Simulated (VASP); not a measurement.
A run of VASP 6.6.1:

Contents of INCAR:

```
PREC = Accurate ; ENCUT = 520
EDIFF = 1E-6 ; ISMEAR = 0
SIGMA = 0.15 ; LREAL = False
LASPH = True ; NELM = 100
ALGO = Fast ; ISIF = 2
LWAVE = False ; LCHARG = True
GGA = PE ; LELF = True
LVHAR = True ; NBANDS = 11
```

File KPOINTS:

```
Automatic mesh
0
Gamma
  18 18 18
```

File POSCAR:

```
Ca
1.0
   -2.2052049036      2.2052049036      2.1961148100
    2.2052049036     -2.2052049036      2.1961148100
    2.2052049036      2.2052049036     -2.1961148100
Ca
1
Direct
    0.5000000000      0.5000000000      0.0000000000
```

Potentials or basis: VASP PAW PBE potentials, release 64 (Ca_sv).

Launch:

```console
$ cat potpaw_PBE.64/Ca_sv/POTCAR > POTCAR
$ mpirun -np 1 vasp_std > vasp.out
```

Hardware: 1 thread of AMD EPYC 9R45 96-Core Processor (Zen 5) (shared host).

How long does it take, and how much memory?

Run time: 120 s on 1 thread of AMD EPYC 9R45 96-Core Processor (Zen 5), on a shared host, peak memory 0.3 GiB. Counts: scf iterations 13, k points 480.
